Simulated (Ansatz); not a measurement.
A (001) slab of NbP (I4_1md (No. 109)), 8 planes, outer planes P (top) and Nb (bottom), with 8 atoms (Nb4P4) in a surface cell of A = 11.203 Å², as cut from the bulk:

```
CELL_PARAMETERS angstrom
3.34705 0.00000 0.00000
0.00000 3.34705 0.00000
0.00000 0.00000 24.51446
ATOMIC_POSITIONS crystal
Nb 0.50000 0.50000 0.30594
P 0.00000 0.00000 0.34443
Nb 0.00000 0.50000 0.42249
P 0.50000 0.00000 0.46097
Nb 0.00000 0.00000 0.53903
P 0.50000 0.50000 0.57751
Nb 0.50000 0.00000 0.65557
P 0.00000 0.50000 0.69406
```

Theory: DFT PBE, scalar-relativistic, plane waves, PAW in Ansatz. Cutoff 420 eV; k points 10×10×1 on the computed 8-atom cell (Γ-centred); Gaussian smearing, width 0.10 eV; no spin polarisation. A dipole correction removes the field between periodic images along c.

Against the same 8 atoms in the bulk, the slab as cut lies 3.201 eV higher and the relaxed slab 3.126 eV higher.

(1) Work out the surface energy before and after relaxation.

(2) What is the ideal work of this cut, per area?

Results:

(1) The slab has two faces, so γ = (E_slab − N·E_bulk)/(2A), the mean of both. As cut: 3.201/(2 × 11.203) = 0.1429 eV/Å², and 1 eV/Å² = 16.02 J/m², so γ = 2.29 J/m². Relaxed: 3.126/(2 × 11.203) = 0.1395 eV/Å² = 2.24 J/m². Relaxation recovers 2 % of the cost of cutting.

(2) Griffith's ideal work is 2γ: 4.58 J/m² if the new faces stay rigid, 4.47 J/m² if they relax. Other cuts parallel to this plane can cost less. One thickness was run, 8 planes, so γ can still shift with it.